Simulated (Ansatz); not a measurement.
**MnF2: relaxation of cell and atoms with PBEsol**

Crystal: MnF2.

```
Mn F
1.0
     4.87380    0.00000    0.00000
     0.00000    4.87380    0.00000
     0.00000    0.00000    3.31070
Mn F
2 4
Cartesian
  2.4369 2.4369 1.6554
  0.0000 0.0000 0.0000
  3.9249 0.9489 1.6554
  3.3858 3.3858 0.0000
  0.9489 3.9249 1.6554
  1.4880 1.4880 0.0000
```

```yaml
Program: Ansatz 0.2.0
Task: relaxation of cell and atoms
Functional: PBEsol
Potentials_or_basis: Ansatz PAW
Cutoff: "420 eV (not typed: the program's choice for these potentials)"
k_mesh: 6 × 6 × 8
Occupations: fermi-dirac, width 0.05 eV
Spin: collinear spin, ferromagnetic start
Starting_moments: "[4.0, 4.0, 0.0, 0.0, 0.0, 0.0] μB"
Target_pressure: 30 GPa
Target_pressure_GPa: 30
```

```
Relaxed volume                                         : 10.62 Å³/atom
Relaxed cell                                           : a = 4.435 Å, b = 4.435 Å, c = 3.240 Å, α = 90.00°, β = 90.00°, γ = 90.00°
Space group after relaxing (to 0.05 Å)                 : P4_2/mnm (No. 136)
Energy change on relaxing (the enthalpy is what falls) : +187.1 meV/atom
Ionic steps                                            : 10
Pressure after relaxing                                : 30.0 GPa
Band gap on the k mesh                                 : 0.41 eV, direct
Net moment                                             : 10.00 μB per cell
Absolute moment                                        : 10.00 μB per cell
Site moments                                           : Mn +3.95; F +0.13 μB
```

Step by step:
```
step  energy change (eV)  largest force (eV/Å)  volume (Å³)
   1              0.0000                0.0052        78.64
   2              0.4389                0.1066        68.42
   3              1.2729                0.0032        62.93
   4              1.1748                0.0769        63.36
   5              1.0570                0.0901        63.96
   6              1.0600                0.0026        63.94
   7              1.0808                0.0014        63.94
   8              1.1247                0.0020        63.69
   9              1.1214                0.0001        63.71
  10              1.1225                0.0000        63.71
```

Final structure:
```yaml
crystal:
  lattice:
    - [4.43468, 0.00000, 0.00000]
    - [0.00000, 4.43468, 0.00000]
    - [0.00000, 0.00000, 3.23967]
  atoms:
    - { symbol: Mn, position: [0.50000, 0.50000, 0.50000] }
    - { symbol: Mn, position: [0.00000, 0.00000, 0.00000] }
    - { symbol: F, position: [0.80785, 0.19215, 0.50000] }
    - { symbol: F, position: [0.69215, 0.69215, 0.00000] }
    - { symbol: F, position: [0.19215, 0.80785, 0.50000] }
    - { symbol: F, position: [0.30785, 0.30785, 0.00000] }
```

Levels at points of the mesh, in eV from the valence-band top:
Spin up:
| k point | band 31 | band 32 | band 33 | band 34 | band 35 | band 36 | band 37 | band 38 |
| --- | --- | --- | --- | --- | --- | --- | --- | --- |
| (0.00, 0.00, 0.00) | -2.15 | -0.88 | -0.88 | 0.00 | 0.57 | 5.59 | 5.59 | 8.25 |
| (0.00, 0.00, -0.50) | -1.93 | -1.93 | -1.20 | -1.20 | 5.26 | 5.26 | 8.66 | 8.66 |
| (0.00, -0.50, 0.00) | -1.10 | -1.10 | -0.95 | -0.95 | 3.16 | 3.16 | 7.24 | 7.24 |
| (0.00, -0.50, -0.50) | -2.25 | -2.25 | -0.49 | -0.49 | 6.11 | 6.11 | 6.97 | 6.97 |
| (-0.50, -0.50, 0.00) | -1.31 | -1.31 | -0.89 | -0.89 | 4.81 | 4.81 | 5.37 | 5.37 |
| (-0.50, -0.50, -0.50) | -1.97 | -1.97 | -1.00 | -1.00 | 6.85 | 6.85 | 7.49 | 7.49 |
Spin down:
| k point | band 21 | band 22 | band 23 | band 24 | band 25 | band 26 | band 27 | band 28 |
| --- | --- | --- | --- | --- | --- | --- | --- | --- |
| (0.00, 0.00, 0.00) | -6.96 | -6.41 | -6.41 | -6.21 | 0.41 | 0.73 | 1.19 | 1.19 |
| (0.00, 0.00, -0.50) | -7.44 | -7.44 | -7.04 | -7.04 | 1.09 | 1.09 | 1.25 | 1.25 |
| (0.00, -0.50, 0.00) | -7.57 | -7.57 | -6.62 | -6.62 | 0.94 | 0.94 | 1.39 | 1.39 |
| (0.00, -0.50, -0.50) | -7.18 | -7.18 | -6.80 | -6.80 | 0.74 | 0.74 | 1.25 | 1.25 |
| (-0.50, -0.50, 0.00) | -6.98 | -6.98 | -6.88 | -6.88 | 0.80 | 0.80 | 1.22 | 1.22 |
| (-0.50, -0.50, -0.50) | -6.79 | -6.79 | -6.60 | -6.60 | 1.16 | 1.16 | 1.24 | 1.24 |

It took 88 s on 2 threads of Intel(R) Xeon(R) Platinum 8259CL CPU @ 2.50GHz (Skylake/Cascade Lake), on a shared host, peak memory 0.6 GiB.

Caveat: the volume moved by over 15 % at a fixed basis, so the end points are rough; the magnetic or orbital state may not be the lowest; the plane-wave basis is chosen anew once the cell has moved, so the energies of steps on either side of that aren't comparable; the pressure holds a Pulay correction of +0.8 GPa for the finite cutoff; only a ferromagnetic start was run, and an antiferromagnetic order may lie lower in energy; the PAW data sets come from PBE, with cores solved anew for the run's functional, which leaves a small shift of forces and pressure. A k mesh can miss the band edges.
